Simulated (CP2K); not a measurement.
Crystal: TiO2 (Anatase).

```
Ti O
1.0
     5.45820    0.00000    0.00000
     2.83460    4.66444    0.00000
    -4.14640   -2.33222    2.67583
Ti O
2 4
Cartesian
  2.7291 0.0000 1.3379
  0.0000 0.0000 0.0000
  6.5671 3.6938 0.0000
  1.0034 -0.9707 1.3379
  4.4548 0.9707 1.3379
  1.7257 0.9707 0.0000
```

Base run:

```yaml
Program: CP2K 2026.2
Functional: PBE
Potentials_or_basis: GTH_POTENTIALS Ti GTH-PBE-q12, O GTH-PBE-q6; DZVP-MOLOPT-SR-GTH basis
Density_cutoff: 8163 eV
k_mesh: 8 × 8 × 8
Occupations: fermi-dirac, width 0.05 eV
Spin: no spin polarisation
Hubbard_terms: Ti d U = 6.0 eV
```

Its results: band gap on the k mesh 2.81 eV, indirect (least direct gap 3.16 eV); largest force 0.051 eV/Å.

**Question.** The run is repeated on the same cell with these changes: hubbard terms from Ti d U = 6.0 eV to none. What comes out?

**Answer.** Band gap on the k mesh 2.07 eV, indirect (least direct gap 2.39 eV); largest force 0.100 eV/Å.

The U term pushes filled and empty states of the shell apart.

Caveats: the basis of atomic orbitals isn't converged, which shifts pressures, moduli and gaps; this program's U acts on Mulliken populations of all basis functions of the shell, so it isn't the U of plane-wave codes (some runs); energies scatter by some meV and the pressure isn't listed (some runs).

A k mesh can miss the band edges.

Not every run made on this cell is shown here.
